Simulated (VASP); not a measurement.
# InAs (F-43m) in VASP: a series of runs, part 2 of 2

VASP 6.6.1. The steps go on from the part before.

## 3. Relaxation of cell and atoms, PBE

This run uses another cell than the first one, of 27.49 Å³/atom, 0.929 times its volume.

INCAR

```
SYSTEM = InAs
ALGO = Normal ; EDIFF = 1E-6
EDIFFG = -0.005 ; ENCUT = 600
GGA = PE ; IBRION = 2
ISIF = 3 ; ISMEAR = 0
LASPH = .True. ; LCHARG = .False.
LREAL = .False. ; LWAVE = .False.
NELM = 100 ; NSW = 100
PREC = Accurate ; SIGMA = 0.1
```

KPOINTS

```
k-points
0
Gamma
  12 12 12
  0 0 0
```

POSCAR

```
InAs
1.0
    0.0000000000      3.0180000000      3.0180000000
    3.0180000000      0.0000000000      3.0180000000
    3.0180000000      3.0180000000      0.0000000000
In As
1 1
Direct
    0.0000000000      0.0000000000      0.0000000000
    0.2500000000      0.2500000000      0.2500000000
```

Potentials or basis: VASP PAW PBE potentials, release 64 (In_d, As).

The run is started by

```
$ cat potpaw_PBE.64/In_d/POTCAR potpaw_PBE.64/As/POTCAR > POTCAR
$ mpirun -np 1 vasp_std > vasp.out
```

OUTCAR:

```text
SYSTEM = InAs
   EDIFF = 1E-6
   EDIFFG = -0.005
   ENCUT = 600
   GGA = PE
   IBRION = 2
   ISIF = 3
   ISMEAR = 0
   LASPH = .True.
   LREAL = .False.
   NELM = 100
   NSW = 100
   PREC = Accurate

 ion  position               nearest neighbor table
   1  0.000  0.000  0.000-   2 2.61   2 2.61   2 2.61   2 2.61
   2  0.250  0.250  0.250-   1 2.61   1 2.61   1 2.61   1 2.61

  LATTYP: Found a face centered cubic cell.
 ALAT       =     6.0360000000

  Lattice vectors:

 A1 = (   0.0000000000,   3.0180000000,   3.0180000000)
 A2 = (   3.0180000000,   0.0000000000,   3.0180000000)
 A3 = (   3.0180000000,   3.0180000000,   0.0000000000)

Analysis of symmetry for initial positions (statically):
=====================================================================
 Subroutine PRICEL returns:
 Original cell was already a primitive cell.

 Routine SETGRP: Setting up the symmetry group for a
 face centered cubic supercell.

 Subroutine GETGRP returns: Found 24 space group operations
 (whereof 24 operations were pure point group operations)
 out of a pool of 48 trial point group operations.

The static configuration has the point symmetry T_d .

Analysis of symmetry for dynamics (positions and initial velocities):
=====================================================================
 Subroutine PRICEL returns:
 Original cell was already a primitive cell.

 Routine SETGRP: Setting up the symmetry group for a
 face centered cubic supercell.

 Subroutine GETGRP returns: Found 24 space group operations
 (whereof 24 operations were pure point group operations)
 out of a pool of 48 trial point group operations.

The dynamic configuration has the point symmetry T_d .

 Subroutine INISYM returns: Found 24 space group operations
 (whereof 24 operations are pure point group operations),
 and found     1 'primitive' translations

----------------------------------------------------------------------------------------

                                     Primitive cell

  volume of cell :      54.9778

  direct lattice vectors                    reciprocal lattice vectors
     0.000000000  3.018000000  3.018000000    -0.165672631  0.165672631  0.165672631
     3.018000000  0.000000000  3.018000000     0.165672631 -0.165672631  0.165672631
     3.018000000  3.018000000  0.000000000     0.165672631  0.165672631 -0.165672631

  length of vectors
     4.268096531  4.268096531  4.268096531     0.286953414  0.286953414  0.286953414

  position of ions in fractional coordinates (direct lattice)
     0.000000000  0.000000000  0.000000000
     0.250000000  0.250000000  0.250000000

  ion indices of the primitive-cell ions
   primitive index   ion index
                 1           1
                 2           2

----------------------------------------------------------------------------------------

 KPOINTS: k-points

Automatic generation of k-mesh.
 Grid dimensions read from file:
 generate k-points for:   12   12   12

 Generating k-lattice:

  Cartesian coordinates                     Fractional coordinates (reciprocal lattice)
    -0.013806053  0.013806053  0.013806053     0.083333333  0.000000000  0.000000000
     0.013806053 -0.013806053  0.013806053     0.000000000  0.083333333  0.000000000
     0.013806053  0.013806053 -0.013806053     0.000000000  0.000000000  0.083333333

  Length of vectors
     0.023912785  0.023912785  0.023912785

  Shift w.r.t. Gamma in fractional coordinates (k-lattice)
     0.000000000  0.000000000  0.000000000

 Subroutine IBZKPT returns following result:
 ===========================================

 Found     72 irreducible k-points:

 Following reciprocal coordinates:
            Coordinates               Weight
  0.000000  0.000000  0.000000      1.000000
  0.083333  0.000000  0.000000      8.000000
  0.166667  0.000000  0.000000      8.000000
  0.250000  0.000000  0.000000      8.000000
  0.333333  0.000000  0.000000      8.000000
  0.416667  0.000000  0.000000      8.000000
[... 16 lines left out ...]
  0.500000  0.166667  0.000000     24.000000
 -0.416667  0.166667  0.000000     24.000000
 [... further k-points ...]
   k-points           NKPTS =     72   k-points in BZ     NKDIM =     72   number of bands    NBANDS=     13
   number of dos      NEDOS =    301   number of ions     NIONS =      2
   total plane-waves  NPLWV =  46656
   dimension x,y,z NGX =    36 NGY =   36 NGZ =   36
   dimension x,y,z NGXF=    72 NGYF=   72 NGZF=   72
   ions per type =               1   1
   NGX,Y,Z   is equivalent  to a cutoff of  14.02, 14.02, 14.02 a.u.
   NGXF,Y,Z  is equivalent  to a cutoff of  28.04, 28.04, 28.04 a.u.
 SYSTEM =  InAs
   PREC   = accura    normal or accurate (medium, high low for compatibility)
   ISTART =      0    job   : 0-new  1-cont  2-samecut
   ICHARG =      2    charge: 1-file 2-atom 10-const
   ISPIN  =      1    spin polarized calculation?
   LNONCOLLINEAR =      F non collinear calculations
   LSORBIT =      F    spin-orbit coupling
   LASPH  =      T    aspherical Exc in radial PAW
   ENCUT  =  600.0 eV  44.10 Ry    6.64 a.u.   8.52  8.52  8.52*2*pi/ulx,y,z
   NELM   =    100;   NELMIN=  2; NELMDL= -5     # of ELM steps
   EDIFF  = 0.1E-05   stopping-criterion for ELM
   LREAL  =      F    real-space projection
   EDIFFG = -.5E-02   stopping-criterion for IOM
   NSW    =    100    number of steps for IOM
   IBRION =      2    ionic relax: 0-MD 1-quasi-New 2-CG
   NFREE  =      1    steps in history (QN), initial steepest desc. (CG)
   ISIF   =      3    stress and relaxation
   ISYM   =      2    0-nonsym 1-usesym 2-fastsym
   POTIM  = 0.5000    time-step for ionic-motion
   TEBEG  =    0.0;   TEEND  =   0.0 temperature during run
   PSTRESS=    0.0 pullay stress
   NELECT =      18.0000    total number of electrons
   NUPDOWN=      -1.0000    fix difference up-down
   EMIN   =  10.00;   EMAX   =-10.00  energy-range for DOS
   EFERMI =   0.00;   METHOD = LEGACY
   ISMEAR =     0;   SIGMA  =   0.10  broadening in eV -4-tet -1-fermi 0-gaus
   EFERMI_NEDOS =   21; number of points for ismear=-14 and -15
   IALGO  =     38    algorithm
   IMIX   =      4    mixing-type and parameters
     AMIX     =   0.40;   BMIX     =  1.00
     AMIX_MAG =   1.60;   BMIX_MAG =  1.00
  volume/ion in A,a.u.               =      27.49       185.50
  Fermi-wavevector in a.u.,A,eV,Ry     =   1.128331  2.132236 17.321990  1.273130
  Thomas-Fermi vector in A             =   2.265020
   LORBIT       =      0    0 simple, 1 ext, 2 COOP (PROOUT), +10 PAW based schemes
   GGA     = PE    functional components
   LHFCALC =     F    Hartree Fock is set to
   AEXX    =    0.0000 exact exchange contribution
   IVDW    =     0    specifies the selected vdW correction
   LEPSILON=     F    determine dielectric tensor
   LRPA    =     F    only Hartree local field effects (RPA)
 conjugate gradient relaxation of ions
 non-spin polarized calculation
 Gauss-broadening in eV      SIGMA  =   0.10
  energy-cutoff  :      600.00
  volume of cell :       54.98
 maximum number of plane-waves:      1856
 NGX is ok and might be reduce to    36
   NGX = 17   NGY = 17   NGZ = 17

--------------------------------------- Ionic step        1  -------------------------------------------

 number of electron      18.0000003 magnetization

 Free energy of the ion-electron system (eV)
  ---------------------------------------------------
  ext. energy  EPLUGINS =         0.00000000
  ---------------------------------------------------
  free energy    TOTEN  =        -7.66516891 eV

  energy without entropy =       -7.66501783  energy(sigma->0) =       -7.66509337

 E-fermi :   4.6215     XC(G=0):  -9.1172

 val. band max:        4.5625605134   @ k =   0.0000   0.0000   0.0000
 cond. band min:       5.4001137633   @ k =   0.0833   0.0000   0.0000
 fundamental gap:      0.8375532498
 Fermi energy:         4.6215174684

 k-point     1 :       0.0000    0.0000    0.0000
  band No.  band energies     occupation
      1      -9.8397      2.00000
      2      -9.8397      2.00000
      3      -9.8397      2.00000
      4      -9.7115      2.00000
      5      -9.7115      2.00000
      6      -7.3343      2.00000
      7       4.3954      1.99861
      8       4.5626      1.59559
      9       4.5626      1.59559
     10       4.5626      1.59559
     11       8.4731      0.00000
     12       8.4731      0.00000
     13       8.4731      0.00000
[... 509 lines left out ...]
  energy  without entropy=       -7.7191537688  energy(sigma->0) =       -7.71923311

--------------------------------------- Ionic step        5  -------------------------------------------

 number of electron      17.9999997 magnetization

 Free energy of the ion-electron system (eV)
  ---------------------------------------------------
  ext. energy  EPLUGINS =         0.00000000
  ---------------------------------------------------
  free energy    TOTEN  =        -7.71932413 eV

  energy without entropy =       -7.71916557  energy(sigma->0) =       -7.71924485

 E-fermi :   3.8980     XC(G=0):  -8.7921

 val. band max:        3.8327581544   @ k =   0.0000   0.0000   0.0000
 cond. band min:       4.4552118685   @ k =   0.0833   0.0000   0.0000
 fundamental gap:      0.6224537141
 Fermi energy:         3.8979796198

 k-point     1 :       0.0000    0.0000    0.0000
  band No.  band energies     occupation
      1     -10.4309      2.00000
      2     -10.4309      2.00000
      3     -10.4309      2.00000
      4     -10.3313      2.00000
      5     -10.3313      2.00000
      6      -7.6038      2.00000
      7       3.2859      2.00000
      8       3.8328      1.64366
      9       3.8328      1.64366
     10       3.8328      1.64366
     11       7.7054      0.00000
     12       7.7054      0.00000
     13       7.7054      0.00000
[... 397 lines left out ...]
  FREE ENERGIE OF THE ION-ELECTRON SYSTEM (eV)
  ---------------------------------------------------
  free  energy   TOTEN  =        -7.7193241255 eV

  energy  without entropy=       -7.7191655738  energy(sigma->0) =       -7.71924485

 reached required accuracy - stopping structural energy minimisation
```

OSZICAR:

```text
N       E                     dE             d eps       ncg     rms          rms(c)
DAV:   1     0.119919878809E+03    0.11992E+03   -0.91689E+03  1877   0.167E+03
DAV:   2     0.109288857736E+01   -0.11883E+03   -0.11537E+03  1927   0.348E+02
[... 42 lines left out ...]
   4 F= -.77193125E+01 E0= -.77192331E+01  d E =-.541435E-01
       N       E                     dE             d eps       ncg     rms          rms(c)
DAV:   1    -0.771964454671E+01   -0.33225E-03   -0.82389E-03  2352   0.191E+00    0.114E-01
DAV:   2    -0.771936881874E+01    0.27573E-03   -0.58810E-04  2262   0.595E-01    0.412E-02
DAV:   3    -0.771932358511E+01    0.45234E-04   -0.14799E-04  2452   0.268E-01    0.223E-02
DAV:   4    -0.771932412546E+01   -0.54035E-06   -0.54739E-06  1922   0.250E-02
   5 F= -.77193241E+01 E0= -.77192448E+01  d E =-.116728E-04
```

Wall time 90 s (1 thread of Intel Xeon 6975P-C (Granite Rapids), shared host); peak memory 0.25 GiB.

Results:

| Property | Result |
| --- | --- |
| Free energy | -7.7193 eV |
| Relaxed volume | 29.62 Å³/atom |
| Relaxed cell | a = 4.376 Å, b = 4.376 Å, c = 4.376 Å, α = 60.00°, β = 60.00°, γ = 60.00° |
| Space group after relaxing (to 0.05 Å) | F-43m (No. 216) |
| Energy gained by relaxing | 27.1 meV/atom |
| Ionic steps | 5 |
| Pressure after relaxing | 0.0 GPa |
| Band gap on the k mesh | none (metal or under the smearing width) |

Step by step:
```tsv
step	energy change (eV)	largest force (eV/Å)	pressure (GPa)	volume (Å³)
1	0.0000	0.0000	4.37	54.98
2	-0.0454	0.0000	-1.45	61.16
3	-0.0542	0.0000	0.03	59.24
4	-0.0541	0.0000	-0.06	59.33
5	-0.0542	0.0000	0.02	59.24
```

Final structure:
```cif
data_structure
_symmetry_space_group_name_H-M 'P 1'
_symmetry_Int_Tables_number 1
_cell_length_a 4.3758
_cell_length_b 4.3758
_cell_length_c 4.3758
_cell_angle_alpha 60.000
_cell_angle_beta 60.000
_cell_angle_gamma 60.000
_cell_volume 59.24
loop_
_atom_site_label
_atom_site_type_symbol
_atom_site_fract_x
_atom_site_fract_y
_atom_site_fract_z
_atom_site_occupancy
In1 In 0.00000 0.00000 0.00000 1
As1 As 0.25000 0.25000 0.25000 1
```

Levels at points of the mesh, in eV from the Fermi level:
```
           k point  band 5  band 6  band 7  band 8  band 9  band 10  band 11  band 12  band 13
(0.00, 0.00, 0.00)  -14.23  -11.50   -0.61   -0.07   -0.07    -0.07     3.81     3.81     3.81
(0.50, 0.00, 0.00)  -14.22  -10.24   -5.49   -0.96   -0.96     0.74     4.57     4.57     6.69
(0.50, 0.50, 0.00)  -14.21   -9.77   -5.62   -2.16   -2.16     1.59     1.98     8.69     8.73
```

Caveat: this crystal is a semiconductor, whose small gap the functional closes, so the metal is an error of the method.

## 4. Single point, PBE

This run uses another cell than the first one, of 27.49 Å³/atom, 0.929 times its volume.

INCAR

```
SYSTEM = InAs
PREC = Accurate ; ENCUT = 520
EDIFF = 1E-6 ; ISMEAR = 0
SIGMA = 0.1 ; LREAL = .False.
LASPH = .True. ; NELM = 100
ALGO = Normal ; ISIF = 2
LWAVE = .False. ; LCHARG = .False.
GGA = PE ; NBANDS = 16
```

KPOINTS

```
Automatic mesh
0
Gamma
  6 6 6
  0 0 0
```

POSCAR is that of step 3.

Potentials or basis: VASP PAW PBE potentials, release 64 (In_d, As).

The run is started by

```
$ cat potpaw_PBE.64/In_d/POTCAR potpaw_PBE.64/As/POTCAR > POTCAR
$ mpirun -np 1 vasp_std > vasp.out
```

OUTCAR:

```text
SYSTEM = InAs
   PREC = Accurate
   ENCUT = 520
   EDIFF = 1E-6
   ISMEAR = 0
   LREAL = .False.
   LASPH = .True.
   NELM = 100
   ISIF = 2
   GGA = PE

 ion  position               nearest neighbor table
   1  0.000  0.000  0.000-   2 2.61   2 2.61   2 2.61   2 2.61
   2  0.250  0.250  0.250-   1 2.61   1 2.61   1 2.61   1 2.61

  LATTYP: Found a face centered cubic cell.
 ALAT       =     6.0360000000

  Lattice vectors:

 A1 = (   0.0000000000,   3.0180000000,   3.0180000000)
[... 479 lines left out ...]

------------------------ aborting loop because EDIFF is reached ----------------------------------------

  FORCE on cell =-STRESS in cart. coord.  units (eV):
  Direction    XX          YY          ZZ          XY          YZ          ZX
  --------------------------------------------------------------------------------------
  -------------------------------------------------------------------------------------
  Total        1.5173991      1.5173991      1.5173991     -0.0000000      0.0000000      0.0000000
  in kB       44.2204051     44.2204051     44.2204051     -0.0000000      0.0000000      0.0000000
  external PRESSURE =      44.2204051 kB  Pullay stress =       0.0000000 kB

 VOLUME and BASIS-vectors are now :
 -----------------------------------------------------------------------------
  energy-cutoff  :      520.00
  volume of cell :       54.98
      direct lattice vectors                 reciprocal lattice vectors
     0.000000000  3.018000000  3.018000000    -0.165672631  0.165672631  0.165672631
     3.018000000  0.000000000  3.018000000     0.165672631 -0.165672631  0.165672631
     3.018000000  3.018000000  0.000000000     0.165672631  0.165672631 -0.165672631

 POSITION                                       TOTAL-FORCE (eV/Angst)
 -----------------------------------------------------------------------------------
      0.00000      0.00000      0.00000        -0.000000     -0.000000      0.000000
      1.50900      1.50900      1.50900         0.000000      0.000000     -0.000000
 -----------------------------------------------------------------------------------
    total drift:                               -0.000000     -0.000000     -0.000000

  FREE ENERGIE OF THE ION-ELECTRON SYSTEM (eV)
  ---------------------------------------------------
  free  energy   TOTEN  =        -7.6462729769 eV

  energy  without entropy=       -7.6455546746  energy(sigma->0) =       -7.64591383
```

It took 5.7 s on 1 thread of Intel Xeon 6975P-C (Granite Rapids), shared host; peak memory 0.18 GiB.

Results:

```yaml
Free_energy: -7.6463 eV
Pressure: 4.4 GPa
Band_gap_on_the_k_mesh: none (metal or under the smearing width)
```

Caveat: this crystal is a semiconductor, whose small gap the functional closes, so the metal is an error of the method.

## 5. Summary

| task | cell | k mesh | cutoff (eV) | gap on the mesh (eV) | pressure (GPa) |
| --- | --- | --- | --- | --- | --- |
| single point | F-43m, 29.59 Å³/atom | 12 × 12 × 12 | 520 | none | 0.1 |
| relaxation of cell and atoms | relaxed | 12 × 12 × 12 | 600 | none | 0.0 |
| single point | F-43m, 27.49 Å³/atom | 6 × 6 × 6 | 520 | none | 4.4 |

Alike in all rows: level PBE; potentials or basis VASP PAW PBE potentials, release 64 (In_d, As); no spin polarisation; smearing gaussian 0.1 eV.

Caveats: this crystal is a semiconductor, whose small gap the functional closes, so the metal is an error of the method.

Absolute energies hang on the potentials; compare differences alone.

## 6. Against experiment

Step 2. Against the measured gap of InAs, 0.418 eV (direct; 4.2 K; a printed reference work, data compilation), the calculated 0.00 eV is off by -0.42 eV. Spin-orbit coupling on As, In is left out. The value is that of PBE on a finite k mesh, which can miss the band edges, without temperature or zero-point motion. Semilocal functionals fall short of measured gaps as a rule.

Step 4. Against the measured gap of InAs, 0.418 eV (direct; 4.2 K; a printed reference work, data compilation), the calculated 0.00 eV is off by -0.42 eV. Spin-orbit coupling on As, In is left out. The value is that of PBE on a finite k mesh, which can miss the band edges, without temperature or zero-point motion. Semilocal functionals fall short of measured gaps as a rule.
